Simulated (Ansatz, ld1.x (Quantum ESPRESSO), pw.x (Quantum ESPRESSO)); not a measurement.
pw.x on bcc Ru: one setting changed

Potential: PAW, ld1.x (Quantum ESPRESSO) 7.5, PBE; core [Ar] 3d10 4s2, reference 4p6 4d7 5s1 5p0; waves: 5s (bound): rcut 2.44, rcutus 2.92 bohr; 5s channel at 0.4 Ry: rcut 2.44, rcutus 2.92 bohr; 4p (bound): rcut 1.44, rcutus 1.48 bohr; 5p (bound, empty): rcut 1.44, rcutus 1.48 bohr; 4d (bound): rcut 1.68, rcutus 2.20 bohr; 4d channel at 2.1 Ry: rcut 1.68, rcutus 2.20 bohr; local part: all-electron potential smoothed inside 2.38 bohr (lloc = -1); core correction: Bessel-smoothed model core inside 1.20 bohr; augmentation: BESSEL, radius 1.10 bohr.

The reference run (k-mesh 15³, cutoffs 85/680 Ry, Fermi–Dirac 0.01 Ry, mixing_beta 0.4, conv_thr 1e-9, no spin) gives 5.30 GPa at 14.192 Å³/atom, where all-electron LAPW gives 1.63 GPa. This run, with its own iteration cap, changes smearing to mp.

```
&control
  calculation='scf', prefix='x', pseudo_dir='./', outdir='./tmp', tstress=.true., disk_io='none'
/
&system
  ibrav=0, nat=1, ntyp=1, ecutwfc=85, ecutrho=680, nbnd=15,
  occupations='smearing', smearing='mp', degauss=0.01
/
&electrons
  conv_thr=1e-09, mixing_beta=0.4, electron_maxstep=60
/
ATOMIC_SPECIES
Ru 1.0 Ru.UPF
CELL_PARAMETERS angstrom
  -1.52520377 1.52520377 1.52520377
  1.52520377 -1.52520377 1.52520377
  1.52520377 1.52520377 -1.52520377
ATOMIC_POSITIONS crystal
Ru 0.0000 0.0000 0.0000
K_POINTS automatic
15 15 15 0 0 0
```

```bash
pw.x < Ru.scf.in > Ru.scf.out
```

Task: How does the run end?

Result: It converges in 11 iterations; the free energy moves by +60.2 meV/atom and the pressure by -1.14 GPa. This scheme is built to cancel the term in the square of the width that Fermi–Dirac smearing leaves in the F of a metal.

```
Message from routine setup:
     using ibrav=0 with symmetry is DISCOURAGED, use correct ibrav instead
     lattice parameter (alat)  =       4.9921  a.u.
     unit-cell volume          =      95.7724 (a.u.)^3
     number of electrons       =        14.00
     number of Kohn-Sham states=           15
     kinetic-energy cutoff     =      85.0000  Ry
     charge density cutoff     =     680.0000  Ry
     scf convergence threshold =      1.0E-09
     Exchange-correlation= SLA  PW   PBX  PBC
     number of k points=   120  Methfessel-Paxton smearing, width (Ry)=  0.0100
     iteration #  1     ecut=    85.00 Ry     beta= 0.40
     total energy              =    -382.22022105 Ry
     estimated scf accuracy    <       0.14717081 Ry
     iteration #  2     ecut=    85.00 Ry     beta= 0.40
     total energy              =    -382.23611224 Ry
     estimated scf accuracy    <       0.00854970 Ry
     iteration #  3     ecut=    85.00 Ry     beta= 0.40
     c_bands:  1 eigenvalues not converged
     total energy              =    -382.23678546 Ry
     estimated scf accuracy    <       0.00110807 Ry
     [... 5 iterations left out ...]
     iteration #  9     ecut=    85.00 Ry     beta= 0.40
     total energy              =    -382.23694544 Ry
     estimated scf accuracy    <          4.0E-09 Ry
     iteration # 10     ecut=    85.00 Ry     beta= 0.40
     total energy              =    -382.23694544 Ry
     estimated scf accuracy    <          1.8E-09 Ry
     iteration # 11     ecut=    85.00 Ry     beta= 0.40
     the Fermi energy is    20.6684 ev
!    total energy              =    -382.23694544 Ry
     estimated scf accuracy    <          1.6E-10 Ry
     smearing contrib. (-TS)   =      -0.00003309 Ry
     The total energy is F=E-TS. E is the sum of the following terms:
     one-electron contribution =     -10.24841584 Ry
     hartree contribution      =      22.06940381 Ry
     xc contribution           =     -25.08377459 Ry
     ewald contribution        =    -123.73975567 Ry
     one-center paw contrib.   =    -245.23437006 Ry
     convergence has been achieved in  11 iterations
          total   stress  (Ry/bohr**3)                   (kbar)     P=       41.53
     Message from routine punch:
     Nothing written, as per user request (disk_io='none')
```

The run took about 45 s on one core of a shared host (Neoverse-V1, 32 threads, 247 GiB, load 22).
